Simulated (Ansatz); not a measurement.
## How settings move the results for O

```
CELL_PARAMETERS angstrom
0.00000 2.10755 3.34485
1.47835 0.00000 3.34485
1.47835 2.10755 0.00000
ATOMIC_POSITIONS crystal
O 0.08710 0.08710 0.91290
O 0.91290 0.91290 0.08710
```

Atoms are numbered in the order listed.

The geometry is COD entry 2106877, unchecked; take it as a test cell.

Solid oxygen carries moments on its molecules; these runs leave spin out.

Method: DFT, PBE, all-electron LAPW, scalar-relativistic in Ansatz 0.2.0.

Settings: a Γ-centred 12×12×12 k mesh, Fermi–Dirac smearing of 0.03 eV, basis error target 1 meV/atom, no spin polarisation. One setting is then changed at a time.

```
         k mesh  free energy less the base's (meV/atom)  P (GPa)  force O1 z (eV/Å)  cutoff chosen (eV)
12×12×12 (base)                                     0.0    13.01              3.845                 952
          4×4×4                                    46.5    14.30              3.849                 952
          6×6×6                                    -6.3    12.87              3.844                 952
          9×9×9                                     1.6    12.99              3.855                 952
```
